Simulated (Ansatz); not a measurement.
**Stiffness of compounds in space group P4_2/mnm**

The calculation used DFT, LDA, all-electron LAPW, scalar-relativistic in Ansatz 0.2.0.

All compounds have space group P4_2/mnm with 6 atoms in the primitive cell. V0, B0 and B0′ come from third-order Birch–Murnaghan fits to pressures at five volumes, with shape and internal coordinates held; prototypes and MP cells needn't be known phases. No run is spin-polarised.

Spin–orbit coupling is left out, though it moves levels of the heavy atoms by tenths of an eV or more.

MgF2: Mg 2a (0.000 0.000 0.000), F 4f (0.303 0.303 0.000); shape as in a = 4.62 Å, b = 4.62 Å, c = 3.02 Å, α = 90.00°, β = 90.00°, γ = 90.00°; COD 9007534, reported; 5×5×7 mesh, smearing 0.02 eV; no spin
SnO2: Sn 2a (0.000 0.000 0.000), O 4f (0.306 0.306 0.000); shape as in a = 4.74 Å, b = 4.74 Å, c = 3.19 Å, α = 90.00°, β = 90.00°, γ = 90.00°; COD 2101853, measured; 4×4×6 mesh, smearing 0.03 eV; no spin
TiO2: Ti 2a (0.000 0.000 0.000), O 4f (0.306 0.306 0.000); shape as in a = 4.59 Å, b = 4.59 Å, c = 2.96 Å, α = 90.00°, β = 90.00°, γ = 90.00°; COD 9007432, reported; 7×7×10 mesh, smearing 0.05 eV; no spin

```csv
compound,V0 (Å³/atom),B0 (GPa),B0′
MgF2,10.44,?,4.3
SnO2,11.87,216,4.8
TiO2,?,?,4.3
```

**Question.** Give the missing entry: row "TiO2", column "V0 (Å³/atom)".

**Answer.** 10.09.

**Question.** What belongs in the row "TiO2", column "B0 (GPa)"?

**Answer.** 262.

**Question.** Give the missing entry: row "MgF2", column "B0 (GPa)".

**Answer.** 114.
